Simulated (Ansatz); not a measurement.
Space group Fm-3m (No. 225). a = 6.394 Å, b = 6.394 Å, c = 6.394 Å, α = 90.00°, β = 90.00°, γ = 90.00°
```
atom site symmetry x y z
  Bi    4a m-3m  0.0000  0.0000  0.0000
  Te    4b m-3m  0.5000  0.0000  0.0000
```

Equation of state of this BiTe structure (not necessarily the ground state), with shape and atoms relaxed at each volume where symmetry leaves them free. It has no gap at any of these volumes. Theory: DFT PBEsol, scalar-relativistic, plane waves, PAW in Ansatz.

Settings: cutoff 420 eV, Γ-centred mesh 12×12×12 on the computed 2-atom cell, Gaussian smearing of 0.10 eV; no spin polarisation.

| V (Å³/atom) | E − E(largest V) (meV/atom) | P (GPa) |
| --- | --- | --- |
| 28.759 | 54.79 | 9.33 |
| 29.739 | 6.92 | 6.37 |
| 30.720 | -24.24 | 3.87 |
| 31.700 | -41.27 | 1.77 |
| 32.681 | -46.42 | 0.00 |
| 33.661 | -41.59 | -1.49 |
| 34.641 | -28.38 | -2.75 |
| 35.949 | 0.00 | -4.12 |

Task: Fit a third-order Birch–Murnaghan equation to E(V).

Result: V0 = 32.67 Å³/atom, B0 = 54 GPa, B0' = 4.7.

Spin-orbit coupling is left out, which matters for the bands of heavy elements.